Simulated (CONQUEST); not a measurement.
Runs of CONQUEST 1.3 on Hf. Symmetry: Im-3m, No. 229, cubic system. Conventional cell: a = 3.610 Å, b = 3.610 Å, c = 3.610 Å, α = 90.00°, β = 90.00°, γ = 90.00°. Hf (site symmetry m-3m) has 8 Hf at 3.13 Å as nearest neighbours. This isn't the form of Hf at room conditions, which is hcp.

```csv
potentials or basis,cell,gap on the mesh (eV),pressure (GPa),largest force (eV/Å)
"PseudoDojo NC PBE, DZ, grid cutoff 120 Ha","atoms of the box moved at random, drawn with an rms of 0.05 Å",none,-7.9,0.34
"PseudoDojo NC PBE, SZ, grid cutoff 120 Ha","atoms of the box moved at random, drawn with an rms of 0.05 Å",none,-11.4,0.42
"PseudoDojo NC PBE, DZP, grid cutoff 120 Ha","atoms of the box moved at random, drawn with an rms of 0.05 Å",none,-4.6,0.27
"PseudoDojo NC PBE, SZP, grid cutoff 120 Ha","atoms of the box moved at random, drawn with an rms of 0.05 Å",none,-4.4,0.11
"PseudoDojo NC PBE, DZP, grid cutoff 120 Ha",as given,none,-4.9,-
"PseudoDojo NC PBE, SZP, grid cutoff 120 Ha",as given,none,(a),-
"PseudoDojo NC PBE, DZ, grid cutoff 120 Ha",as given,none,-8.2,-
"PseudoDojo NC PBE, SZ, grid cutoff 120 Ha",as given,none,-12.0,-
```

Alike in all rows: task single point; level PBE; no spin polarisation; k mesh 7 × 7 × 7; smearing fermi-dirac 0.05 eV.

Q: Fill in the values left out.

A: (a) -4.5.

Caveats: the basis of atomic orbitals isn't converged, which shifts pressures, moduli and gaps; the atomic basis is small (some runs); the box holds several primitive cells, so bands are folded and the points are those of the box's own zone (some runs).

A k mesh can miss the band edges, and the runs leave out spin-orbit coupling on Hf.

A gap of «none» marks a metal or a gap under the smearing width.
